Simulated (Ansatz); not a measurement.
**Structures of CsH: which is lowest?**

Plane-wave DFT in Ansatz with scalar-relativistic PAW potentials, cutoff 420 eV, Γ-centred meshes chosen by cell and gap, Gaussian smearing with energies taken to zero width. Every cell was relaxed (cell and atoms) in a run of its own, within the symmetry of its start. Functional: LDA.

Relaxed structures (starts from databases or built by putting these elements on another compound's sites):
A. Pm-3m, 2 atoms in the computed cell, a = 3.639 Å; sites (symmetry × multiplicity) Cs m-3m × 1, H m-3m × 1; start: database
B. Fm-3m, 2 atoms in the computed cell, a = 6.102 Å; sites (symmetry × multiplicity) Cs m-3m × 4, H m-3m × 4; start: database

Rank them by energy. Could pressure change the order?

| structure | group | E − E(lowest) (meV/atom) | V (Å³/atom) | gap on mesh (eV) |
| --- | --- | --- | --- | --- |
| A | Pm-3m | 0.0 | 24.09 | 2.42 |
| B | Fm-3m | 16.0 | 28.40 | 1.75 |

A is lowest, 16 meV/atom under B. The lowest is also the densest of these, so pressure wouldn't bring one of the others in at first order. Other structures may lie lower than all of these, and vibrations aren't counted.

Spin-orbit coupling is left out, which matters for the bands of heavy elements.